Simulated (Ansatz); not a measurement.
Runs of Ansatz 0.2.0 on BaTiO3. The typed cell holds 10 atoms: a = 4.000 Å, b = 4.018 Å, c = 8.000 Å, α = 90.00°, β = 90.00°, γ = 90.00°. 

```tsv
task	level	U	cell	k mesh	cutoff (eV)	points for each segment of the path	hubbard projectors	double counting	gap on the mesh (eV)	pressure (GPa)	relaxed volume (Å³/atom)	largest force (eV/Å)
band structure	PBEsol+U	Ti d U = 5 eV	as given	7 × 7 × 4	420	10	ortho-atomic (the default)	fll (the default)	(a)	5.8	-	7.12
single point	PBE	-	as given	7 × 7 × 4	250	-	-	-	1.38	8.1	-	7.03
relaxation of cell and atoms	PBE	-	relaxed	7 × 7 × 4	420	-	-	-	2.42	0.0	13.38	-
relaxation of cell and atoms	r2SCAN	-	relaxed	7 × 7 × 4	500	-	-	-	2.71	0.0	(b)	-
single point	PBE	-	as given	12 × 12 × 6	420	-	-	-	1.33	(c)	-	6.72
```

Alike in all rows: potentials or basis Ansatz PAW; no spin polarisation; smearing fermi-dirac 0.05 eV.

Q: Estimate the missing entries.

A: (a) 1.89; (b) 13.01; (c) 10.0.

Caveats: spin-orbit coupling is left out, which moves the levels of the heavy elements; forces of over 1 eV/Å show positions far from the minimum, so gaps and moduli don't describe the material at rest (some runs); odd divisions of the mesh miss points on the zone boundary, where band edges often lie, so the gap on the mesh can be too wide (some runs); the PAW data sets come from PBE, with cores solved anew for the run's functional, which leaves a small shift of forces and pressure (some runs); the plane-wave basis is chosen anew once the cell has moved, so the energies of steps on either side of that aren't comparable (some runs); the k mesh misses the band edges, so the gap on the mesh is wider than the one along the path (some runs); the pressure holds a Pulay correction of +73.9 GPa for the finite cutoff (some runs).

A k mesh can miss the band edges, and the runs leave out spin-orbit coupling on Ba.
